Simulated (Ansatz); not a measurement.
**Structure relaxation of Mg₂B**

The calculation used DFT PBE, scalar-relativistic, plane waves, PAW (Ansatz). Cutoff 420 eV, Γ-centred k mesh, Gaussian smearing, no spin polarisation in the final step.

This is the end of a relaxation of cell and atoms.

```
Mg B
1.0
    -1.47036    1.47036    5.44537
     1.47036   -1.47036    5.44537
     1.47036    1.47036   -5.44537
Mg B
2 1
Cartesian
  0.0000 0.0000 6.8736
  0.0000 0.0000 4.0171
  0.0000 0.0000 0.0000
```

Formation energies are uncorrected and refer to the elements' standard structures at the same level.

Task: What space group does it have?

Result: I4/mmm (No. 139). Conventional cell: a = 2.941 Å, c = 10.891 Å. Mg is coordinated by 4 B at 2.52 Å, 5 Mg at 2.86–2.94 Å and 4 Mg at 3.32 Å; B is coordinated by 8 Mg at 2.52 Å and 4 B at 2.94 Å.

Task: What is its formation energy per atom?

Result: 0.53 eV/atom.

Task: Is it a metal?

Result: Yes, bands cross the Fermi level on the 18×18×18 mesh.

The final run used a 18×18×18 mesh on its 3-atom cell and 0.10 eV smearing. The k mesh leaves about 4 meV/atom of noise in metals. The cell came from a trial start, so Mg₂B may not exist in this structure.

Cost: 3 runs of about 3.2 core-minutes in all, on Intel Xeon 6975P-C (Granite Rapids) (shared hosts).